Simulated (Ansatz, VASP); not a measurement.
# Sn3Ge29 (random alloy of the diamond Ge-Sn line, x = 0.0938): VASP beside Ansatz, part 2 of 2

Aim: how closely do two programs agree when they are given the same cell, functional and k mesh? Of the first pair: The structure shown is the start of the Ansatz relaxation below; VASP solves that cell, so the two are compared at the walk's first step.

VASP 6.6.1 and Ansatz 0.2.0.

So far: The starting structure; Ansatz: relaxation, PBE.

## Step 3: VASP: single point, PBE, start cell, pair 1

Level of this step: PBE; plane waves and PAW (Ge_d, Sn_d) (VASP).

The same cell, functional, mesh and smearing now go to VASP, with its own data sets.

Lines of VASP's logs that name or quote its potential files are left out, and so is its time.

INCAR reads:

```
SYSTEM = Sn3Ge29
PREC = Accurate
ENCUT = 410
EDIFF = 1E-06
NELM = 120
ISMEAR = -1
SIGMA = 0.025
LREAL = Auto
ALGO = Normal
GGA = PE
NBANDS = 520
LORBIT = 11
LWAVE = .FALSE.
LCHARG = .FALSE.
ISIF = 2
LASPH = .TRUE.
GGA_COMPAT = .FALSE.
EFERMI = MIDGAP
NCORE = 2
```

POSCAR reads:

```
Sn3Ge29
1.0
   11.6873200000      0.0000000000      0.0000000000
    0.0000000000     11.6873200000      0.0000000000
    0.0000000000      0.0000000000     11.6873200000
Ge Sn
58 6
Direct
    0.0027807915      0.9989458661      0.9990998792
    0.1231591160      0.1264789533      0.1210628271
    0.0029861422      0.2486968783      0.2505535914
    0.1245709025      0.3775031402      0.3714709617
    0.3731223240      0.1246992467      0.3734988004
    0.2500658834      0.2509985181      0.9981159068
    0.3769640944      0.3765362803      0.1258629010
    0.0015401307      0.9988260782      0.4997895155
    0.9988175219      0.2493214869      0.7488200888
    0.1235527050      0.3738496080      0.8749824596
    0.3762710356      0.1246735779      0.8734765541
    0.2487225472      0.2528980125      0.5000889853
    0.3739095019      0.3753298447      0.6285872210
    0.0002139070      0.5010558451      0.0005133769
    0.1243997769      0.6230427506      0.1243997769
    0.9996389249      0.7510019406      0.2514434447
    0.1265901849      0.8754872802      0.3765106115
    0.2487139909      0.5021424929      0.2508787301
    0.3744913291      0.6258406547      0.3748678055
    0.2519397090      0.7526019652      0.0037390950
    0.3726089471      0.8725268068      0.1241430884
    0.0002738010      0.5015007718      0.5005424682
    0.1215419788      0.6244802059      0.6264224818
    0.0003935889      0.7513014104      0.7496158230
    0.1246564653      0.8753161546      0.8757011873
    0.2503396844      0.5002002170      0.7488457576
    0.3756464271      0.6252074898      0.8769332918
    0.2520509407      0.7503174380      0.4993617014
    0.3739095019      0.8757182998      0.6251304833
    0.4994130391      0.0000684503      0.9989373098
    0.6261914622      0.1242286512      0.1271035618
    0.6252930526      0.3762710356      0.3733704562
    0.7495388164      0.0000598940      0.2476530120
    0.8755386179      0.1264532844      0.3735330255
    0.7505997953      0.2477471311      0.9999298385
    0.8722273370      0.3769213130      0.1257003316
    0.4999606411      0.9986720651      0.5021767180
    0.6283733140      0.1218157798      0.6271240969
    0.5027927703      0.2505792603      0.7479473481
    0.6264823758      0.3746881235      0.8739728184
    0.7478960104      0.0009411910      0.7513613044
    0.8739300370      0.1258885698      0.8730401837
    0.7513698607      0.2500829959      0.4996782838
    0.8748284466      0.3764934989      0.6262770250
    0.5009103884      0.5002429984      0.0001283442
    0.6260631180      0.6253957280      0.1261709271
    0.6287412341      0.8757610812      0.3748335803
    0.7497698360      0.4997980718      0.2500316582
    0.8730829651      0.6241208421      0.3732934497
    0.7504286697      0.7494874787      0.0008470719
    0.8747001023      0.8766937159      0.1253666367
    0.6265422697      0.6293316175      0.6245657687
    0.5000718728      0.7496072667      0.7522768265
    0.6245058747      0.8761632265      0.8744519702
    0.7478190038      0.5005424682      0.7508564838
    0.8772070928      0.6248139009      0.8739385933
    0.7509591592      0.7504115571      0.5004825743
    0.8748712280      0.8769931858      0.6256267476
    0.2494498311      0.9993394551      0.2519397090
    0.1233986919      0.1245366774      0.6259091049
    0.2480893823      0.0004021452      0.7528415411
    0.5006879250      0.2510241869      0.2481321637
    0.4994729331      0.7458339465      0.2517771397
    0.5037510738      0.4967520355      0.4988911059
```

KPOINTS reads:

```
Automatic mesh
0
Gamma
1 1 1
0 0 0
```

PAW data sets: Ge_d and Sn_d (PBE family, release 64).

Started as:

```bash
> mpirun -np 8 vasp_gam
```

Numbers of over 12 decimals in the logs are rounded to 6 here.

Log:

```text
[banner, memory and clock lines left out]
running    8 mpi-ranks, on    1 nodes
[...]
LDA part: xc-table for (Slater+PW92), standard interpolation
 POSCAR, INCAR and KPOINTS ok, starting setup
[...]
entering main loop
       N       E                     dE             d eps       ncg     rms          rms(c)
DAV:   1     0.167977024964E+05    0.16798E+05   -0.32949E+05  1112   0.464E+03
DAV:   2     0.409004801100E+04   -0.12708E+05   -0.12250E+05  1040   0.107E+03
DAV:   3     0.506634642947E+03   -0.35834E+04   -0.34441E+04  1040   0.313E+02
DAV:   4    -0.202902274518E+03   -0.70954E+03   -0.64546E+03  1160   0.131E+02
[...]
DAV:  16    -0.274286732856E+03   -0.33680E-05   -0.84517E-05  1024   0.685E-02    0.665E-03
DAV:  17    -0.274286735263E+03   -0.24066E-05   -0.39772E-05  1248   0.468E-02    0.446E-03
DAV:  18    -0.274286735644E+03   -0.38158E-06   -0.75210E-06  1080   0.412E-02
   1 F= -.27428674E+03 E0= -.27423788E+03  d E =-.977051E-01
```

From OUTCAR (step 3):

```text
  Total       24.6689206     24.8335477     25.3653764     -0.5676759      1.5898658     -1.9304982
  in kB       24.7580209     24.9232426     25.4569921     -0.5697262      1.5956082     -1.9374709
  external PRESSURE =      25.0460852 kB  Pullay stress =       0.0000000 kB

 POSITION                                       TOTAL-FORCE (eV/Angst)
 -----------------------------------------------------------------------------------
      0.03250     11.67500     11.67680        -0.442683      0.148336     -0.037576
      1.43940      1.47820      1.41490        -0.306733      0.496058     -0.310980
      0.03490      2.90660      2.92830        -0.271820      0.192197     -0.262401
      1.45590      4.41200      4.34150        -0.031413     -0.065341      0.318929
      4.36080      1.45740      4.36520         0.340015      0.305398      1.708608
      2.92260      2.93350     11.66530         0.183513     -0.003205      0.124089
      4.40570      4.40070      1.47100        -1.079829      0.878386     -0.877886
      0.01800     11.67360      5.84120        -0.952778     -0.615524     -0.851737
     11.67350      2.91390      8.75170        -0.808960      0.898102      0.804908
      1.44400      4.36930     10.22620        -0.008319      0.183221     -0.130403
      4.39760      1.45710     10.20860         0.828222      0.966968      0.796388
      2.90690      2.95570      5.84470         0.705593      0.539855     -0.736579
      4.37000      4.38660      7.34650        -0.463807     -0.644727      0.318522
      0.00250      5.85600      0.00600        -0.082480     -0.201266     -0.078198
[...]
-----------------------------------------------------------------------------------
    total drift:                               -0.002847     -0.005325      0.001047

  FREE ENERGIE OF THE ION-ELECTRON SYSTEM (eV)
  ---------------------------------------------------
  free  energy   TOTEN  =      -274.2867356444 eV

  energy  without entropy=     -274.1890305055  energy(sigma->0) =     -274.23788307

[... 2 further parts left out ...]
```

The run ends at a pressure of 2.50 GPa, with forces up to 1.8 eV/Å.

## Step 4: Comparison

Known differences besides the potentials themselves: the cutoff is 420 eV in Ansatz and 410 eV in VASP (PREC = Accurate, projectors in real space). Total energies have different zeros and are not compared.

Forces on 8 of the 64 atoms, those with the largest forces and the largest differences (eV/Å; atoms numbered as in POSCAR):

```tsv
atom	Ansatz x, y, z	VASP x, y, z
Ge5	0.342, 0.306, 1.711	0.340, 0.305, 1.709
Ge7	-1.080, 0.878, -0.878	-1.080, 0.878, -0.878
Ge17	-0.976, -0.955, 0.725	-0.976, -0.952, 0.723
Ge19	-1.431, -0.498, 0.431	-1.429, -0.497, 0.429
Ge32	1.695, -0.361, -0.119	1.690, -0.359, -0.118
Ge46	0.702, -0.841, -0.855	0.698, -0.839, -0.855
Sn60	-0.800, 1.129, -1.184	-0.804, 1.130, -1.185
Sn61	1.216, -1.060, 0.695	1.218, -1.061, 0.697
```

The forces differ by 1.4 meV/Å r.m.s., which is 0.3 % of the r.m.s. force of 0.484 eV/Å (both taken over all components).

## Step 5: Ansatz: relaxation, PBE

This run makes the geometry at which the two programs are then compared. The cell compared in this pair holds 1659.19 Å³, against 1596.41 Å³ for the pair before.

The structure compared here is the end of the Ansatz relaxation.

This is the run of step 2 again, met here at its other cell.

## Step 6: VASP: single point, PBE, relaxed cell, pair 2

The same cell, functional, mesh and smearing now go to VASP, with its own data sets.

INCAR, as its differences from that of step 3:

```diff
@@ -2,3 +2,3 @@
 PREC = Accurate
-ENCUT = 410
+ENCUT = 500
 EDIFF = 1E-06
```

POSCAR reads:

```
Sn3Ge29
1.0
   11.8652700000      0.0011850000     -0.1983840000
    0.0011850000     11.7929730000      0.0072240000
   -0.1983840000      0.0072240000     11.8609110000
Ge Sn
58 6
Direct
    0.9964300000      0.9987400000      0.0006400000
    0.1177200000      0.1342700000      0.1184400000
    0.9989100000      0.2495900000      0.2493100000
    0.1223400000      0.3790900000      0.3718200000
    0.3776300000      0.1261300000      0.3869700000
    0.2477700000      0.2525700000      0.9988000000
    0.3687500000      0.3850700000      0.1197100000
    0.9897900000      0.9913100000      0.4931200000
    0.9916200000      0.2572700000      0.7568700000
    0.1226600000      0.3806100000      0.8756800000
    0.3827800000      0.1342000000      0.8823900000
    0.2535500000      0.2577200000      0.4949000000
    0.3705100000      0.3726000000      0.6346300000
    0.9996500000      0.4993400000      0.0011800000
    0.1216900000      0.6281000000      0.1241700000
    0.9975900000      0.7454100000      0.2490300000
    0.1169800000      0.8683800000      0.3787000000
    0.2435800000      0.4994800000      0.2465400000
    0.3613400000      0.6260700000      0.3732700000
    0.2487200000      0.7437400000      0.9987400000
    0.3743000000      0.8783500000      0.1102500000
    0.0000400000      0.4984100000      0.5004600000
    0.1231800000      0.6249300000      0.6272300000
    0.9983400000      0.7454200000      0.7501800000
    0.1169400000      0.8689000000      0.8817800000
    0.2479300000      0.4989500000      0.7523700000
    0.3754000000      0.6269200000      0.8726300000
    0.2457800000      0.7459000000      0.5028900000
    0.3836300000      0.8676700000      0.6196600000
    0.5052700000      0.9981500000      0.9965800000
    0.6330000000      0.1199500000      0.1191200000
    0.6403700000      0.3774500000      0.3751800000
    0.7528100000      0.9975400000      0.2494700000
    0.8743100000      0.1274900000      0.3714600000
    0.7509200000      0.2488300000      0.9989700000
    0.8763800000      0.3761100000      0.1236600000
    0.5054100000      0.9988400000      0.5052000000
    0.6271100000      0.1287700000      0.6279900000
    0.5028600000      0.2484200000      0.7520400000
    0.6256900000      0.3773000000      0.8746000000
    0.7500700000      0.9987900000      0.7498300000
    0.8726700000      0.1268800000      0.8747200000
    0.7542700000      0.2462100000      0.5027900000
    0.8733000000      0.3806700000      0.6256300000
    0.4998100000      0.4987800000      0.9964100000
    0.6318800000      0.6196800000      0.1182900000
    0.6321100000      0.8834200000      0.3808700000
    0.7563900000      0.4988400000      0.2479100000
    0.8762500000      0.6267200000      0.3755800000
    0.7517700000      0.7482200000      0.9984800000
    0.8751900000      0.8754900000      0.1259900000
    0.6333600000      0.6335400000      0.6327800000
    0.5035600000      0.7474700000      0.7522100000
    0.6275100000      0.8767300000      0.8732300000
    0.7511200000      0.4991100000      0.7526700000
    0.8760700000      0.6260300000      0.8756100000
    0.7531500000      0.7494200000      0.5013600000
    0.8744300000      0.8760500000      0.6281800000
    0.2469100000      0.9985900000      0.2496700000
    0.1167900000      0.1319900000      0.6201700000
    0.2570000000      0.9913200000      0.7568300000
    0.5022600000      0.2488000000      0.2475700000
    0.5017900000      0.7487500000      0.2483900000
    0.5015100000      0.4991800000      0.5028300000
```

KPOINTS is that of step 3.

Started as:

```bash
> mpirun -np 8 vasp_gam
```

Log:

```text
[... set-up lines as in an earlier step ...]
 entering main loop
       N       E                     dE             d eps       ncg     rms          rms(c)
DAV:   1     0.185606188855E+05    0.18561E+05   -0.36201E+05  1096   0.506E+03
DAV:   2     0.460719211160E+04   -0.13953E+05   -0.13439E+05  1040   0.119E+03
DAV:   3     0.649647039389E+03   -0.39575E+04   -0.38217E+04  1040   0.340E+02
DAV:   4    -0.185105971578E+03   -0.83475E+03   -0.76588E+03  1176   0.143E+02
[...]
DAV:  17    -0.277008488360E+03   -0.23383E-05   -0.19518E-05  1280   0.675E-02    0.293E-03
DAV:  18    -0.277008494952E+03   -0.65925E-05   -0.66159E-05  1016   0.292E-02    0.401E-03
DAV:  19    -0.277008494824E+03    0.12832E-06   -0.36554E-06   832   0.131E-02
   1 F= -.27700849E+03 E0= -.27699667E+03  d E =-.236488E-01
```

From OUTCAR (step 6):

```text
  Total       -1.5375979     -1.5588064     -1.6722863     -0.2159968      0.1055126     -0.2978468
  in kB       -1.4847592     -1.5052389     -1.6148191     -0.2085741      0.1018867     -0.2876114
  external PRESSURE =      -1.5349391 kB  Pullay stress =       0.0000000 kB

 POSITION                                       TOTAL-FORCE (eV/Angst)
 -----------------------------------------------------------------------------------
     11.82397     11.77930     -0.18287         0.002220     -0.000129     -0.015734
      1.37344      1.58444      1.38242        -0.000870     -0.002980      0.009027
     11.80317      2.94639      2.76068        -0.000191      0.000098     -0.010245
      1.37828      4.47343      4.38859         0.004300     -0.002747      0.016779
      4.40406      1.49069      4.51581        -0.003362      0.003220      0.012344
      2.74201      2.98606     11.79935         0.001578      0.002098     -0.018526
      4.35203      4.54242      1.34950         0.004141     -0.001547      0.014110
     11.64747     11.69523      5.65966         0.002255      0.001738     -0.011395
     11.61599      3.04062      8.78230        -0.001875      0.001869     -0.012522
      1.28212      4.49499     10.36478         0.001428     -0.006183      0.015262
      4.36690      1.58944     10.39098        -0.002366     -0.001096      0.020364
      2.91056      3.04316      5.82153         0.001447      0.001192     -0.011915
      4.27074      4.39909      7.45648        -0.001746      0.000801      0.012532
     11.86147      5.88990     -0.18071        -0.000058      0.004951     -0.012265
[...]
-----------------------------------------------------------------------------------
    total drift:                                0.004922     -0.007252      0.011322

  FREE ENERGIE OF THE ION-ELECTRON SYSTEM (eV)
  ---------------------------------------------------
  free  energy   TOTEN  =      -277.0084948238 eV

  energy  without entropy=     -276.9848460084  energy(sigma->0) =     -276.99667042

[... 1 part as in an earlier step ...]

[... 1 further part left out ...]
```

The run ends at a pressure of -0.15 GPa, with forces up to 0.021 eV/Å.

## Step 7: Comparison

What differs besides the data sets and the points named for the pairs above, as far as they apply: the cutoff is 420 eV in Ansatz and 500 eV in VASP (PREC = Accurate, projectors in real space). Total energies have different zeros and are not compared.

Both answers:

```tsv
quantity	Ansatz	VASP	difference
pressure (GPa)	0.00	-0.15	+0.16
gap on the k mesh (eV)	0.148	0.146	+0.001
```

The largest component of a force difference here is 7 meV/Å. A gap on the mesh is an upper bound, since the band edges may lie between its points.

## Step 8: Results

| Quantity | Value |
| --- | --- |
| r.m.s. force difference (single point, PBE, start cell, pair 1) | 0.28 % of the r.m.s. force |
| difference in gap on the k mesh (single point, PBE, relaxed cell, pair 2) | 0.0014 eV |

In words: The r.m.s. force difference is 0.28 % of the r.m.s. force (single point, PBE, start cell, pair 1), within the 3 % picked in this series as the mark of a large difference. Such differences can come from data sets, numerical settings and the points named under the comparisons, not from the functional's error against experiment.

[Lines on the potential files, build, host, timing and source positions are cut from VASP's logs without a mark.]

[Logs are printed without paths, hosts, clocks, repeated set-up lines and the standing remarks that a program may print on its own settings, such as how far it seeks lower states.]

[Hosts, paths, dates, database ids (printed as entryN), source tags and the programs' standing remarks are cut or masked in the printed files.]
